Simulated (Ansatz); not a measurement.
Strain and the gap of MoTe2 (P-6m2)

MoTe2 (P-6m2) from a database of computed structures, relaxed with r2SCAN+rVV10 in the plane-wave code Ansatz. The symmetry is P-6m2 (No. 187, hexagonal); conventional cell a = 3.537 Å, c = 7.827 Å, 28.27 Å³ an atom. Te is surrounded by 3 Mo at 2.72 Å; Mo is surrounded by 6 Te at 2.72 Å.

The axes x, y and z are those of this cell:
```xyz
3
Lattice="3.5371 0.0000 0.0000 -1.7685 3.0632 0.0000 0.0000 0.0000 7.8269" Properties=species:S:1:pos:R:3 pbc="T T T"
Te    0.0000    2.0421    6.0308
Te    0.0000    2.0421    1.7961
Mo    0.0000    0.0000    0.0000
```

Unstrained: The PBE gap is indirect, 1.021 eV (H to Γ–K (0.58 of the way from Γ)), below the direct gap of 1.075 eV at H. r2SCAN gives an indirect gap of 1.112 eV, from H to Γ–K (0.58 of the way from Γ); the least direct gap is 1.155 eV at H. The HSE06 gap is indirect, 1.439 eV (H to Γ–K (0.58 of the way from Γ)), below the direct gap of 1.499 eV at H. Meshes: PBE 12×12×4, r2SCAN 12×12×4, HSE06 6×6×2. Strains are changes of length per length. After each strain the atoms were relaxed again with r2SCAN+rVV10 within the symmetry that the strain leaves, so tilts or polar shifts that break it weren't tested; points keep the names that they have in the unstrained zone. No spin polarisation and no zero-point or thermal motion.

Changes of the least gap in eV (an overlap counts as a negative gap):

| strain | volume change (%) | space group | PBE | r2SCAN | HSE06 |
| --- | --- | --- | --- | --- | --- |
| biaxial -4.81 % in x and y, z held | -9.4 | P-6m2 | -0.415 | -0.333 | -0.381 |

Biaxial -4.81 % in x and y, z held. HSE06: the gap goes from 1.439 to 1.058 eV (-0.381 eV); the edges go from H → Γ–K (0.58) to L → Γ–K (0.58). Stress change with PBE, compression positive: xx +8.28, yy +8.28, zz +1.21 GPa.

Spin-orbit coupling is left out, which matters wherever the heavy atoms make up the band edges.

Where an edge lies off the special points, it is a point of the mesh or the k point where a search put PBE's edge or least direct gap, reused for the other functionals, whose own edges may lie a little apart.

The meshes of the hybrids are coarse, so their gaps aren't converged to the digits shown.
